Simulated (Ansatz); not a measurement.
**ZrN: how the settings move a single-point run**

Question: which choices in the input matter for ZrN?

The COD entry's cell or inner coordinates are ideal or old and differ from later refinements, so a difference from it is no clean test against experiment.

Computed with Ansatz 0.2.0 (reference: DFT, PBEsol, all-electron LAPW, scalar-relativistic; levels and slopes on a fine mesh, independent-particle optical spectra, unless a step's input says otherwise).

### 1 Starting point

It takes space group Fm-3m (No. 225, cubic). Conventional cell: a = 4.552 Å, b = 4.552 Å, c = 4.552 Å, α = 90.00°, β = 90.00°, γ = 90.00°. Zr (site symmetry m-3m) has 6 N at 2.28 Å as nearest neighbours. N (site symmetry m-3m) has 6 Zr at 2.28 Å as nearest neighbours.

As a file:

```xyz
2
Lattice="0.0000 2.2761 2.2761 2.2761 0.0000 2.2761 2.2761 2.2761 0.0000" Properties=species:S:1:pos:R:3 pbc="T T T"
Zr    2.2761    2.2761    2.2761
N     0.0000    0.0000    0.0000
```

### 2 The reference run

Contents of input.yaml:

```yaml
crystal:
  lattice:
    - [0.0, 2.27609245258, 2.27609245258]
    - [2.27609245258, 0.0, 2.27609245258]
    - [2.27609245258, 2.27609245258, 0.0]
  atoms:
    - { symbol: Zr, position: [0.5, 0.5, 0.5] }
    - { symbol: "N", position: [0.0, 0.0, 0.0] }
kpoints:
  mp_grid: { grid: [12, 12, 12] }
scf:
  occupations: { method: fermi_dirac, width: 0.1 }
hamiltonian:
  xc: pbesol
  pseudopotentials: { kind: all_electron, lapw: { basis_error: 0.001 } }
output:
  forces: true
  stress: true
  eigenvalues: true
  eigenstates:
    nscf_kmesh: { grid: [20, 20, 20] }
    de_dk: true
    e_range: [-14, 14]
  optics:
    e_range: [0, 30]
    de: 0.2
    sigma: 0.1
    bands: { spectra_wanted_up_to: 30 }
    nscf_kmesh: { grid: [20, 20, 20] }
    drude_damping: 0.1
checkpoint:
  write: ck
  write_wavefunctions: false
```

Run with:

```console
> ansatz run input.yaml --threads 1 --pin off --max-ram 3072MiB --backend cpu --events-out ev --progress --plain --runs-dir out
```

From the output:

```text
[...]
Basis set: ecut = 286.3432689544952 eV, 259 PW (Γ), exchange–correlation at level 2
[...]
k-points: 72 of 1728
[...]
SCF iter   1: F=—  HF=-99362.302347 eV  |F-HF|=—  |Δ(HF+E_count)|=         —  Δρ=1.15e-1  dr2=4.08e0  ethr=1.10e-2  ⟨swp⟩=2.0  Hψ=11103  notcnv=0
preconditioner: auto → Kerker (q_TF=auto, 2.941 Å⁻¹)  [metal: Δε(μ)=0.057 eV  Ē_g=19.501 eV  σ=0.100 eV  W_gap=0.14  n_scr=14 (ndim 8)  ℏωp=29.6 eV  f_vac=0.000  D(μ)=0.57/eV (n_scr^D=0)]
[...]
SCF iter   2: F=—  HF=-99360.537213 eV  |F-HF|=—  |Δ(HF+E_count)|=    1.77e0  Δρ=1.85e-2  dr2=6.08e-2  ethr=1.65e-4  ⟨swp⟩=2.0  Hψ=8075  notcnv=0
[...]
SCF iter  11: F=—  HF=-99360.421239 eV  |F-HF|=—  |Δ(HF+E_count)|=   1.28e-9  Δρ=7.47e-7  dr2=1.34e-10  ethr=9.02e-12  ⟨swp⟩=2.3  Hψ=5014  notcnv=0
SCF iter  12: F=-99360.421239 eV  HF=-99360.421239 eV  |F-HF|=2.91e-11  |Δ(HF+E_count)|=  7.28e-11  Δρ=1.59e-7  dr2=3.53e-12  ethr=5.97e-12 (applied; sched 1.00e-12)  ⟨swp⟩=2.0  Hψ=4990  notcnv=0
[...]
SCF converged after 12 iterations
Free energy (F): -99360.421239 eV
[...]
E sigma→0 (E₀):  -99360.412812 eV
[...]
Fermi energy:    19.711761 eV
[...]
  P = ⅓ Tr σ = 0.0382 GPa (0.382 kbar)
[...]
```

It took 2 min on 1 thread of Arm Neoverse V2, shared host; peak memory 0.47 GiB.

### 3 Changing settings: xc lda, xc_grid 2

Changes to input.yaml since step 2:

```diff
@@ -13,3 +13,3 @@
 hamiltonian:
-  xc: pbesol
+  xc: lda
   pseudopotentials: { kind: all_electron, lapw: { basis_error: 0.001 } }
@@ -33 +33,3 @@
   write_wavefunctions: false
+basis:
+  xc_grid: 2
```

Run with:

```console
> ansatz run input.yaml --threads 1 --pin off --max-ram 3072MiB --backend cpu --events-out ev --progress --plain --runs-dir out
```

Output (excerpt; [...] marks lines left out):

```text
LAPW: plane waves up to 8.655 Å⁻¹, error target 1.0e-3 eV per atom; small_component_spin mean_spin; N in spheres of 1.047 Å, 7 of its electrons in bands, Dirac shells []; Zr in spheres of 1.229 Å, 30 of its electrons in bands, Dirac shells [] (how accurate: [...]
Pseudopotentials: kind: all_electron
Pseudopotential: Zr, LAPW, valence charge 30, lapw/all_electron/scalar/gaussian/Zr, Koelling and Harmon's equation, gaussian nucleus
Pseudopotential: N, LAPW, valence charge 7, lapw/all_electron/scalar/gaussian/N, Koelling and Harmon's equation, gaussian nucleus
Functional definition: SPW92
[...]
Crystal: 2 atoms, lattice volume = 23.583 Å³
Basis set: ecut = 285.40956336801383 eV, 259 PW (Γ), exchange–correlation at level 2
Bands: 23, of which v1, the nominal top of the filled ones, is band 19 counted from 1 (18 counted from 0)
Symmetry: 48 space group operations
Space group: Fm-3m (ITA 225), of the structure as read, at distance tolerance 2.9e-5 Å
k-points: 72 of 1728
[...]
SCF iter   1: F=—  HF=-99306.953305 eV  |F-HF|=—  |Δ(HF+E_count)|=         —  Δρ=1.18e-1  dr2=4.31e0  ethr=1.16e-2  ⟨swp⟩=2.0  Hψ=11096  notcnv=0
[...]
SCF iter  13: F=-99304.934926 eV  HF=-99304.934926 eV  |F-HF|=0.00e0  |Δ(HF+E_count)|=  8.73e-11  Δρ=5.97e-8  dr2=8.86e-13  ethr=5.97e-12 (applied; sched 1.00e-12)  ⟨swp⟩=2.0  Hψ=4990  notcnv=0
[...]
NSCF: frozen V_eff on 256 k-points
the basis was enlarged: its passes take 6.5 MiB over the memory plan, 1 of 1 planned eigensolver slots
NSCF: frozen V_eff on 256 k-points
SCF converged after 13 iterations
Free energy (F): -99304.934926 eV
[...]
E sigma→0 (E₀):  -99304.926451 eV
Entropy (-TS):   -0.016950 eV (-8.475 meV/atom)
Fermi energy:    19.537305 eV
[...]
--- Forces (eV/Å), atoms counted from 1 ---
  atom   1  Zr     0.00000000     0.00000000     0.00000000
  atom   2  N     -0.00000000     0.00000000     0.00000000
[...]
--- Stress (GPa, compression-positive) ---
       -4.908691       0.000000      -0.000000
        0.000000      -4.908691       0.000000
       -0.000000       0.000000      -4.908691
  P = ⅓ Tr σ = -4.9087 GPa (-49.087 kbar)
--- Band table (eV; the first three rows and the last of 72) ---
  k-point 0: bands = ["-378.3760", "-354.3478", "-291.9697", "-291.9697", "-291.9697", "-149.7873", "-149.7873", "-149.7842", "-149.7842", "-149.7842", "-29.8026", "-7.4474", "-7.4474", "-7.4474", "3.4023", "16.8870", "16.8870", "16.8870", "19.1128", "19.1128", "19.1128", "21.1567", "21.1567"]
[...]
--- Fermi surface from the table of eigenstates, both spin states counted (twice the sheets' area in a run without spin) ---
  How far the three rows differ hints at the mesh's error and does not bound it.
  reading                E - E_F (eV)   area (Å⁻²)  resistivity times mean free path along x, y, z (Ω·m²), under one mean free path over the surface
  by tetrahedra                0.0284       46.400  6.5887e-16  6.5887e-16  6.5887e-16
  by the states' slopes        0.0061       43.328  7.0558e-16  7.0558e-16  7.0558e-16
  on every second point        0.0553       44.336  6.8954e-16  6.8954e-16  6.8954e-16
```

Run time: 2 min. Hardware: 1 thread of Arm Neoverse V2, shared host; peak memory 0.47 GiB.

A change of functional puts the total energy on another scale; the pressure goes from 0.0 to -4.9 GPa. The numerical grids changed too.

### 4 Changed: mp_grid.shift [0.5, 0.5, 0.5], scf.algorithm direct_min, dispersion d4

Changes to input.yaml since step 2:

```diff
@@ -9,5 +9,6 @@
 kpoints:
-  mp_grid: { grid: [12, 12, 12] }
+  mp_grid: { grid: [12, 12, 12], shift: [0.5, 0.5, 0.5] }
 scf:
   occupations: { method: fermi_dirac, width: 0.1 }
+  algorithm: direct_min
 hamiltonian:
@@ -15,2 +16,3 @@
   pseudopotentials: { kind: all_electron, lapw: { basis_error: 0.001 } }
+  dispersion: d4
 output:
```

Run with:

```console
> ansatz run input.yaml --threads 1 --pin off --max-ram 3072MiB --backend cpu --events-out ev --progress --plain --runs-dir out
```

Output (excerpt; [...] marks lines left out):

```text
Warning: crystal.symmetry: narrowed to the stabiliser of the k-point mesh — unitary ops 48 → 12; excluded 36 operations that carry a point of the 12×12×12 mesh (shift [0.5, 0.5, 0.5]) off the mesh (the run samples exactly the mesh kpoints.mp_grid names, as under crystal.symmetry.detect: [...]
LAPW: plane waves up to 8.669 Å⁻¹, error target 1.0e-3 eV per atom; small_component_spin mean_spin; N in spheres of 1.045 Å, 7 of its electrons in bands, Dirac shells []; Zr in spheres of 1.231 Å, 30 of its electrons in bands, Dirac shells [] (how accurate: [...]
[... 3 set-up lines as earlier in the session ...]
Functional definition: PBEsol
[...]
Crystal: 2 atoms, lattice volume = 23.583 Å³
Basis set: ecut = 286.3432689544952 eV, 259 PW (Γ), exchange–correlation at level 2
[...]
E sigma→0 (E₀):  -99360.738017 eV
Entropy (-TS):   -0.022646 eV (-11.323 meV/atom)
Fermi energy:    19.715299 eV
[...]
--- Forces (eV/Å), atoms counted from 1 ---
  atom   1  Zr    -0.00000000     0.00000000     0.00000000
  atom   2  N      0.00000000     0.00000000    -0.00000000
[...]
--- Stress (GPa, compression-positive) ---
       -2.550978      -0.138707      -0.138707
       -0.138707      -2.550978      -0.138707
       -0.138707      -0.138707      -2.550978
  P = ⅓ Tr σ = -2.5510 GPa (-25.510 kbar)
--- Band table (eV; the first three rows and the last of 182) ---
[... band rows left out ...]
[...]
--- Fermi surface from the table of eigenstates, both spin states counted (twice the sheets' area in a run without spin) ---
  How far the three rows differ hints at the mesh's error and does not bound it.
  reading                E - E_F (eV)   area (Å⁻²)  resistivity times mean free path along x, y, z (Ω·m²), under one mean free path over the surface
  by tetrahedra                0.0246       46.389  6.5902e-16  6.5902e-16  6.5902e-16
  by the states' slopes        0.0025       43.234  7.0712e-16  7.0712e-16  7.0712e-16
  on every second point        0.0512       44.302  6.9006e-16  6.9006e-16  6.9006e-16
```

It took 6.8 min on 1 thread of Arm Neoverse V2, shared host; peak memory 0.99 GiB.

Changing the k-point mesh, solver and dispersion term moves the energy by -164.1 meV/atom, and the pressure goes from 0.0 to -2.6 GPa.

### 5 Side by side

| run | ending | energy change | pressure (GPa) | gap (eV) | force (eV/Å) | cycles | time |
| --- | --- | --- | --- | --- | --- | --- | --- |
| reference | converged | 0 | 0.0 | 0.00 | 0.00 | - | 2 min |
| 1: xc lda, xc_grid 2 | converged | not comparable | -4.9 | 0.00 | 0.00 | 13 | 2 min |
| 2: mp_grid.shift [0.5, 0.5, 0.5], scf.algorithm direct_min, dispersion d4 | converged | -164.1 meV/atom (offset of the dispersion model) | -2.6 | 0.00 | 0.00 | 8 | 6.8 min |

Residual by cycle in the longest SCF loop of each run; runs are numbered as in the table. The quantity is the density residual dr2, in eV.

| cycle | reference | run 1 | run 2 |
| --- | --- | --- | --- |
| 1 | 4.08 | 4.31 | 4.08 |
| 2 | 0.0608 | 0.0499 | 0.152 |
| 3 | 0.319 | 0.343 | 7.1e-4 |
| 4 | 0.0041 | 0.0074 | 1.6e-7 |
| 5 | 9.5e-4 | 0.00111 | 9.4e-9 |
| 6 | 5.2e-4 | 8.2e-4 | 1.1e-10 |
| 8 | 1.1e-6 | 1.9e-6 | 1.5e-13 |
| 9 | 1.0e-7 | 1.3e-7 | - |
| 10 | 3.3e-9 | 6.3e-9 | - |
| 11 | 1.3e-10 | 3.5e-10 | - |
| 12 | 3.5e-12 | 1.7e-11 | - |
| 13 | - | 8.9e-13 | - |

**Reading.** The pressure spans -4.9 to 0.0 GPa over the reference and the converged variants. Of the variants the dearest is «mp_grid.shift [0.5, 0.5, 0.5], scf.algorithm direct_min, dispersion d4» (6.8 min), the cheapest «xc lda, xc_grid 2» (2 min), on a shared host.
